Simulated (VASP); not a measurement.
# HC3 in VASP: settings compared

Aim: see how the results for HC3 move with the level of theory and the settings. Levels: PBE, LDA. Tasks: phonons.

All numbers are computed with VASP 6.6.1; they aren't measurements. Logs are shortened: lines on timing, memory, paths and dates and some standing lists are left out, and cuts for length are marked.

## Step 1: The slab as given

The cell holds a slab with vacuum, 16 atoms: a = 2.522 Å, b = 3.567 Å, c = 19.120 Å, α = 90.00°, β = 90.00°, γ = 90.00°.

The cell was built by a generator and needn't be a form met in nature.

## Step 2: Phonons, PBE

POSCAR

```
HC3
1.0
    2.5222498885      0.0000000000      0.0000000000
    0.0000000000      3.5670000000      0.0000000000
    0.0000000000      0.0000000000     19.1198801241
C H
12 4
Direct
    0.0000000000      0.0000000000      0.3351029222
    0.5000000000      0.7500000000      0.3351029222
    0.0000000000      0.2500000000      0.4010617533
    0.5000000000      0.5000000000      0.4010617533
    0.0000000000      0.0000000000      0.4670205844
    0.5000000000      0.7500000000      0.4670205844
    0.0000000000      0.2500000000      0.5329794156
    0.5000000000      0.5000000000      0.5329794156
    0.0000000000      0.0000000000      0.5989382467
    0.5000000000      0.7500000000      0.5989382467
    0.0000000000      0.2500000000      0.6648970778
    0.5000000000      0.5000000000      0.6648970778
    0.0000000000      0.1798251049      0.2876587073
    0.5000000000      0.5701748951      0.2876587073
    0.0000000000      0.0701748951      0.7123412927
    0.5000000000      0.6798251049      0.7123412927
```

INCAR.step1

```
  PREC = Accurate
  ENCUT = 600
  EDIFF = 1E-8
  ISMEAR = 0
  SIGMA = 0.05
  LREAL = F
  LASPH = T
  NELM = 100
  ALGO = Fast
  ISIF = 2
  LWAVE = F
  LCHARG = F
  GGA = PE
  IBRION = 2
  NSW = 40
  EDIFFG = -0.002
```

INCAR.step2

```
  PREC = Accurate
  ENCUT = 600
  EDIFF = 1E-8
  ISMEAR = 0
  SIGMA = 0.05
  LREAL = F
  LASPH = T
  NELM = 100
  ALGO = Fast
  ISIF = 2
  LWAVE = F
  LCHARG = F
  GGA = PE
  IBRION = 6
  NFREE = 2
  POTIM = 0.015
  NSW = 1
```

KPOINTS

```
Automatic mesh
0
Gamma
  8 6 1
```

Potentials or basis: VASP PAW PBE potentials, release 64 (C, H).

The run is started by

```
$ cat potpaw_PBE.64/C/POTCAR potpaw_PBE.64/H/POTCAR > POTCAR
$ cp INCAR.step1 INCAR
$ mpirun -np 1 vasp_std > vasp.out
$ cp CONTCAR POSCAR
$ cp INCAR.step2 INCAR
$ mpirun -np 1 vasp_std > vasp.out
```

OUTCAR:

```text
PREC = Accurate
   ENCUT = 600
   EDIFF = 1E-8
   ISMEAR = 0
   LREAL = F
   LASPH = T
   NELM = 100
   ISIF = 2
   GGA = PE
   IBRION = 6
   NFREE = 2
   POTIM = 0.015
   NSW = 1

 ion  position               nearest neighbor table
   1  0.000  0.995  0.336-  13 1.10   2 1.52   2 1.52   3 1.54
   2  0.500  0.755  0.336-  14 1.10   1 1.52   1 1.52   4 1.54
   3  0.000  0.251  0.401-   1 1.54   4 1.54   4 1.54   5 1.55
   4  0.500  0.499  0.401-   2 1.54   3 1.54   3 1.54   6 1.55
   5  0.000  0.000  0.467-   6 1.55   6 1.55   7 1.55   3 1.55
   6  0.500  0.750  0.467-   5 1.55   5 1.55   8 1.55   4 1.55
   7  0.000  0.250  0.533-   8 1.55   8 1.55   5 1.55   9 1.55
   8  0.500  0.500  0.533-   7 1.55   7 1.55   6 1.55  10 1.55
   9  0.000  0.999  0.599-  11 1.54  10 1.54  10 1.54   7 1.55
  10  0.500  0.751  0.599-  12 1.54   9 1.54   9 1.54   8 1.55
  11  0.000  0.255  0.664-  15 1.10  12 1.52  12 1.52   9 1.54
  12  0.500  0.495  0.664-  16 1.10  11 1.52  11 1.52  10 1.54
  13  0.000  0.163  0.288-   1 1.10
  14  0.500  0.587  0.288-   2 1.10
  15  0.000  0.087  0.712-  11 1.10
  16  0.500  0.663  0.712-  12 1.10

  LATTYP: Found a simple orthorhombic cell.
 ALAT       =     2.5222498885
 B/A-ratio  =     1.4142135624
 C/A-ratio  =     7.5804860618

  Lattice vectors:

 A1 = (   2.5222498885,   0.0000000000,   0.0000000000)
 A2 = (   0.0000000000,   3.5670000000,   0.0000000000)
 A3 = (   0.0000000000,   0.0000000000,  19.1198801241)

Analysis of symmetry for initial positions (statically):
=====================================================================
 Subroutine PRICEL returns:
 Original cell was already a primitive cell.

 Routine SETGRP: Setting up the symmetry group for a
 simple orthorhombic supercell.

 Subroutine GETGRP returns: Found  8 space group operations
 (whereof  2 operations were pure point group operations)
 out of a pool of  8 trial point group operations.

The static configuration has the point symmetry C_1h.
 The point group associated with its full space group is D_2h.

Analysis of symmetry for dynamics (positions and initial velocities):
=====================================================================
 Subroutine PRICEL returns:
 Original cell was already a primitive cell.

 Routine SETGRP: Setting up the symmetry group for a
 simple orthorhombic supercell.

 Subroutine GETGRP returns: Found  8 space group operations
 (whereof  2 operations were pure point group operations)
 out of a pool of  8 trial point group operations.

The dynamic configuration has the point symmetry C_1h.
 The point group associated with its full space group is D_2h.

 Subroutine INISYM returns: Found  8 space group operations
 (whereof  2 operations are pure point group operations),
 and found     1 'primitive' translations

----------------------------------------------------------------------------------------

                                     Primitive cell

  volume of cell :     172.0190

  direct lattice vectors                    reciprocal lattice vectors
     2.522249889  0.000000000  0.000000000     0.396471422  0.000000000  0.000000000
     0.000000000  3.567000000  0.000000000     0.000000000  0.280347631  0.000000000
     0.000000000  0.000000000 19.119880124     0.000000000  0.000000000  0.052301583

  length of vectors
     2.522249889  3.567000000 19.119880124     0.396471422  0.280347631  0.052301583

  position of ions in fractional coordinates (direct lattice)
     0.000000000  0.994790831  0.336074199
     0.500000000  0.755209169  0.336074199
     0.000000000  0.250762058  0.400727305
     0.500000000  0.499237942  0.400727305
     0.000000000  0.000190730  0.466963868
     0.500000000  0.749809270  0.466963868
[... 8 lines left out ...]
     0.000000000  0.086758141  0.712103754
     0.500000000  0.663241859  0.712103754

  ion indices of the primitive-cell ions
   primitive index   ion index
                 1           1
[... 41 lines left out ...]

 Following reciprocal coordinates:
            Coordinates               Weight
  0.000000  0.000000  0.000000      1.000000
  0.125000  0.000000  0.000000      2.000000
  0.250000  0.000000  0.000000      2.000000
  0.375000  0.000000  0.000000      2.000000
  0.500000  0.000000  0.000000      1.000000
  0.000000  0.166667  0.000000      2.000000
[... 12 lines left out ...]
  0.375000  0.500000  0.000000      2.000000
  0.500000  0.500000  0.000000      1.000000
   k-points           NKPTS =     20   k-points in BZ     NKDIM =     20   number of bands    NBANDS=     35
   number of dos      NEDOS =    301   number of ions     NIONS =     16
   total plane-waves  NPLWV =  89600
   dimension x,y,z NGX =    20 NGY =   28 NGZ =  160
   dimension x,y,z NGXF=    40 NGYF=   56 NGZF=  320
   ions per type =              12   4
   NGX,Y,Z   is equivalent  to a cutoff of  13.18, 13.05, 13.91 a.u.
   NGXF,Y,Z  is equivalent  to a cutoff of  26.36, 26.10, 27.82 a.u.
 SYSTEM =  unknown system
   PREC   = accura    normal or accurate (medium, high low for compatibility)
   ISTART =      0    job   : 0-new  1-cont  2-samecut
   ICHARG =      2    charge: 1-file 2-atom 10-const
   ISPIN  =      1    spin polarized calculation?
   LNONCOLLINEAR =      F non collinear calculations
   LSORBIT =      F    spin-orbit coupling
   LASPH  =      T    aspherical Exc in radial PAW
   ENCUT  =  600.0 eV  44.10 Ry    6.64 a.u.   5.04  7.12 38.19*2*pi/ulx,y,z
   NELM   =    100;   NELMIN=  2; NELMDL=  0     # of ELM steps
   EDIFF  = 0.1E-07   stopping-criterion for ELM
   LREAL  =      F    real-space projection
   EDIFFG = 0.1E-06   stopping-criterion for IOM
   NSW    =    229    number of steps for IOM
   IBRION =      6    ionic relax: 0-MD 1-quasi-New 2-CG
   NFREE  =      2    steps in history (QN), initial steepest desc. (CG)
   ISIF   =      2    stress and relaxation
   ISYM   =      2    0-nonsym 1-usesym 2-fastsym
   POTIM  = 0.0150    time-step for ionic-motion
   TEBEG  =    0.0;   TEEND  =   0.0 temperature during run
   PSTRESS=    0.0 pullay stress
   NELECT =      52.0000    total number of electrons
   NUPDOWN=      -1.0000    fix difference up-down
   EMIN   =  10.00;   EMAX   =-10.00  energy-range for DOS
   EFERMI =   0.00;   METHOD = LEGACY
   ISMEAR =     0;   SIGMA  =   0.05  broadening in eV -4-tet -1-fermi 0-gaus
   EFERMI_NEDOS =   21; number of points for ismear=-14 and -15
   IALGO  =     68    algorithm
   IMIX   =      4    mixing-type and parameters
     AMIX     =   0.40;   BMIX     =  1.00
     AMIX_MAG =   1.60;   BMIX_MAG =  1.00
  volume/ion in A,a.u.               =      10.75        72.55
  Fermi-wavevector in a.u.,A,eV,Ry     =   1.098712  2.076264 16.424515  1.207168
  Thomas-Fermi vector in A             =   2.235094
   LORBIT       =      0    0 simple, 1 ext, 2 COOP (PROOUT), +10 PAW based schemes
   GGA     = PE    functional components
   LHFCALC =     F    Hartree Fock is set to
   AEXX    =    0.0000 exact exchange contribution
   IVDW    =     0    specifies the selected vdW correction
   LEPSILON=     F    determine dielectric tensor
   LRPA    =     F    only Hartree local field effects (RPA)
 finite differences with symmetry
 non-spin polarized calculation
 RMM-DIIS sequential band-by-band and
 Gauss-broadening in eV      SIGMA  =   0.05
  energy-cutoff  :      600.00
  volume of cell :      172.02
 maximum number of plane-waves:      5806
   NGX = 11   NGY = 15   NGZ = 77

--------------------------------------- Ionic step        1  -------------------------------------------

 number of electron      52.0000005 magnetization

 Free energy of the ion-electron system (eV)
  ---------------------------------------------------
  ext. energy  EPLUGINS =         0.00000000
  ---------------------------------------------------
  free energy    TOTEN  =      -123.59816866 eV

  energy without entropy =     -123.59816866  energy(sigma->0) =     -123.59816866

------------------------ aborting loop because EDIFF is reached ----------------------------------------

  FORCE on cell =-STRESS in cart. coord.  units (eV):
  Direction    XX          YY          ZZ          XY          YZ          ZX
  --------------------------------------------------------------------------------------
  -------------------------------------------------------------------------------------
  Total        3.1334221      5.4376059     -0.3214697      0.0000000      0.0000000      0.0000000
  in kB       29.1845567     50.6456238     -2.9941544      0.0000000      0.0000000      0.0000000
  external PRESSURE =      25.6120087 kB  Pullay stress =       0.0000000 kB
[... 131 lines left out ...]
  FREE ENERGIE OF THE ION-ELECTRON SYSTEM (eV)
  ---------------------------------------------------
  free  energy   TOTEN  =      -123.5937509107 eV

  energy  without entropy=     -123.5937509107  energy(sigma->0) =     -123.59375091

[... ionic steps 4 to 22 ...]

--------------------------------------- Ionic step       23  -------------------------------------------

 number of electron      52.0000005 magnetization

------------------------ aborting loop because EDIFF is reached ----------------------------------------
[... 95 lines left out ...]
--------------------------------------- Ionic step       25  -------------------------------------------

 number of electron      52.0000005 magnetization

 Free energy of the ion-electron system (eV)
  ---------------------------------------------------
  ext. energy  EPLUGINS =         0.00000000
  ---------------------------------------------------
  free energy    TOTEN  =      -123.59570594 eV

  energy without entropy =     -123.59570594  energy(sigma->0) =     -123.59570594

 E-fermi :   2.3189     XC(G=0):  -6.7245

 val. band max:        2.0942770338   @ k =   0.0000   0.0000   0.0000
 cond. band min:       4.2782970464   @ k =   0.0000   0.0000   0.0000
 fundamental gap:      2.1840200126
 Fermi energy:         2.3188931908

 k-point     1 :       0.0000    0.0000    0.0000
  band No.  band energies     occupation
      1     -18.7082      2.00000
      2     -17.6327      2.00000
      3     -15.8784      2.00000
      4     -13.6816      2.00000
      5     -11.4961      2.00000
      6     -10.3848      2.00000
[... 792 lines left out ...]
  FREE ENERGIE OF THE ION-ELECTRON SYSTEM (eV)
  ---------------------------------------------------
  free  energy   TOTEN  =      -123.5957059438 eV

  energy  without entropy=     -123.5957059438  energy(sigma->0) =     -123.59570594

 INTERNAL STRAIN TENSORS FROM DISPLACED ATOMS
 ============================================

 INTERNAL STRAIN TENSOR FOR ION    1 for displacements in x,y,z  (eV/Angst):
          X           Y           Z          XY          YZ          ZX
  --------------------------------------------------------------------------------
  x     0.00000     0.00000     0.00000   -12.20851     0.00000     6.84751
  y    -6.97384    -5.59920    11.05534     0.00000     5.45256     0.00000
  z     0.52780    -0.05643     5.78071     0.00000     8.98819     0.00000
[... 8 lines left out ...]
 INTERNAL STRAIN TENSOR FOR ION   16 for displacements in x,y,z  (eV/Angst):
          X           Y           Z          XY          YZ          ZX
  --------------------------------------------------------------------------------
  x     0.00000     0.00000     0.00000    -4.30470     0.00000    -5.94359
  y    -0.11493    -9.90633    -8.10963     0.00000   -11.10228     0.00000
  z    -0.15217    -5.07926   -24.26338     0.00000   -11.61028     0.00000

 Eigenvectors and eigenvalues of the dynamical matrix
   1 f  =   90.242294 THz   567.009058 2PiTHz 3010.158929 cm-1   373.211974 meV
   2 f  =   90.170190 THz   566.556015 2PiTHz 3007.753796 cm-1   372.913775 meV
   3 f  =   88.390235 THz   555.372228 2PiTHz 2948.380889 cm-1   365.552476 meV
   4 f  =   88.382924 THz   555.326293 2PiTHz 2948.137024 cm-1   365.522241 meV
   5 f  =   40.278780 THz   253.079037 2PiTHz 1343.555470 cm-1   166.579573 meV
   6 f  =   39.986286 THz   251.241242 2PiTHz 1333.798918 cm-1   165.369915 meV
[... 37 lines left out ...]
  44 f  =    8.071464 THz    50.714504 2PiTHz  269.235059 cm-1    33.380878 meV
  45 f  =    7.255712 THz    45.588982 2PiTHz  242.024495 cm-1    30.007199 meV
  46 f/i=    0.000925 THz     0.005812 2PiTHz    0.030852 cm-1     0.003825 meV
  47 f/i=    0.001162 THz     0.007301 2PiTHz    0.038761 cm-1     0.004806 meV
  48 f/i=    0.002546 THz     0.015996 2PiTHz    0.084920 cm-1     0.010529 meV

 ELASTIC MODULI CONTR FROM IONIC RELAXATION (kBar)
 Direction    XX          YY          ZZ          XY          YZ          ZX
 --------------------------------------------------------------------------------
 XX         -40.8996    -72.8124    -87.2955      0.0000      0.0000      0.0000
 YY         -72.8124   -534.0734   -668.1432     -0.0000     -0.0000      0.0000
 ZZ         -87.2955   -668.1432  -4476.4390     -0.0000      0.0000     -0.0000
 XY           0.0000     -0.0000     -0.0000   -267.7262      0.0000     -0.0000
 YZ           0.0000     -0.0000      0.0000      0.0000  -2258.3474      0.0000
 ZX           0.0000      0.0000     -0.0000     -0.0000      0.0000  -1714.2047
 --------------------------------------------------------------------------------
```

Wall time 69 min (1 thread of Intel Xeon Platinum 8488C (Sapphire Rapids), shared host); peak memory 0.54 GiB.

What came out:

```yaml
Highest_phonon_frequency_at_Γ_LO-TO_splitting_left_out: 3010 cm⁻¹
```

The path:
```csv
step,energy change (eV),largest force (eV/Å),pressure (GPa),volume (Å³)
1,0.0000,0.8880,0.94,172.02
2,0.0258,1.8629,1.96,172.02
3,-0.0503,0.4670,1.35,172.02
4,-0.0670,0.4551,2.33,172.02
5,-0.0720,0.2847,2.00,172.02
6,-0.0837,0.2159,2.25,172.02
7,-0.0837,0.2258,2.27,172.02
8,-0.0914,0.1337,2.48,172.02
9,-0.0915,0.1534,2.51,172.02
10,-0.0918,0.1812,2.61,172.02
11,-0.0931,0.0331,2.56,172.02
12,-0.0931,0.0360,2.56,172.02
13,-0.0932,0.0037,2.56,172.02
14,-0.0932,0.0052,2.56,172.02
15,-0.0932,0.0005,2.56,172.02
```

Phonon frequencies in cm⁻¹ (negative: imaginary):
| q point | frequencies |
| --- | --- |
| (0.000, 0.000, 0.000) | 0 0 0 242 269 372 454 522 613 659 688 709 714 766 806 834 938 945 1028 1033 1082 1098 1102 1107 1133 1187 1190 1195 1200 1201 1221 1221 1225 1239 1248 1253 1268 1292 1302 1317 1328 1333 1334 1344 2948 2948 3008 3010 |

(Continued in part 2 of 2.)
